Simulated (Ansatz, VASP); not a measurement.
# One calculation of TiSi2, two programs

INCAR

```
SYSTEM = TiSi2
ALGO = Normal ; EDIFF = 1E-7
ENCUT = 520 ; GGA = PS
ISIF = 2 ; ISMEAR = -1
KPAR = 2 ; LASPH = .TRUE.
LCHARG = .TRUE. ; LREAL = .FALSE.
LVHAR = .TRUE. ; LWAVE = .FALSE.
NBANDS = 29 ; NELM = 100
PREC = Accurate ; SIGMA = 0.05
```

The input KPOINTS:

```
k-points
0
G
  8 8 8
  0 0 0
```

Contents of POSCAR:

```
TiSi2
1.0
    1.7651050250     -6.7592815350      0.0000000000
    1.7651050250      6.7592815350      0.0000000000
    0.0000000000      0.0000000000      3.5651739700
Ti Si
2 4
Direct
    0.1002470000      0.9005650000      0.2609320000
    0.8933300000      0.1052870000      0.7662920000
    0.7562150000      0.2515650000      0.2505730000
    0.2370070000      0.7422680000      0.7436270000
    0.4448900000      0.5558850000      0.2548310000
    0.5499490000      0.4331500000      0.7490760000
```

input.yaml

```yaml
crystal:
  lattice:
    - [1.765105025, -6.759281535, 0.0]
    - [1.765105025, 6.759281535, 0.0]
    - [0.0, 0.0, 3.56517397]
  atoms:
    - { symbol: Ti, position: [0.100247, 0.900565, 0.260932] }
    - { symbol: Ti, position: [0.89333, 0.105287, 0.766292] }
    - { symbol: Si, position: [0.756215, 0.251565, 0.250573] }
    - { symbol: Si, position: [0.237007, 0.742268, 0.743627] }
    - { symbol: Si, position: [0.44489, 0.555885, 0.254831] }
    - { symbol: Si, position: [0.549949, 0.43315, 0.749076] }
hamiltonian:
  xc: pbesol
  pseudopotentials: { kind: paw }
kpoints:
  mp_grid: { grid: [8, 8, 8] }
scf:
  occupations: { method: fermi_dirac, width: 0.05 }
output:
  forces: true
  stress: true
  eigenvalues: true
  write_density: true
  write_potential: true
  elf: true
  volumetric_format: npy
```

Change from the starting cell: atoms moved at random, drawn with an rms of 0.05 Å.

Alike in both runs: task single point; functional PBEsol; k mesh 8 × 8 × 8; occupations fermi-dirac, width 0.05 eV; no spin polarisation.

|  | VASP | Ansatz |
| --- | --- | --- |
| version | VASP 6.6.1 | Ansatz 0.2.0 |
| potentials or method | VASP PAW PBE potentials, release 64 (Ti_sv, Si) | Ansatz PAW |
| plane-wave cutoff (eV) | 520 | 420 |
| valence electrons in the cell | 40 | 40 |

```csv
,VASP,Ansatz,Ansatz less VASP
gap on the k mesh at the Fermi level (eV),none,none,-
pressure (GPa),-1.5,-1.6,-0.14
largest component of the traceless stress (GPa),0.96,0.93,-0.032
rms of the force components (eV/Å),0.357,0.356,-0.0011
```

Atom by atom the forces differ by 0.001 eV/Å (rms over components). A gap of «none» marks a metal or a gap that the smearing closes.

Caveats: the PAW data sets were made with another functional, which shifts forces and pressure a little (VASP); the PAW data sets come from PBE, with cores solved anew for the run's functional, which leaves a small shift of forces and pressure (Ansatz).
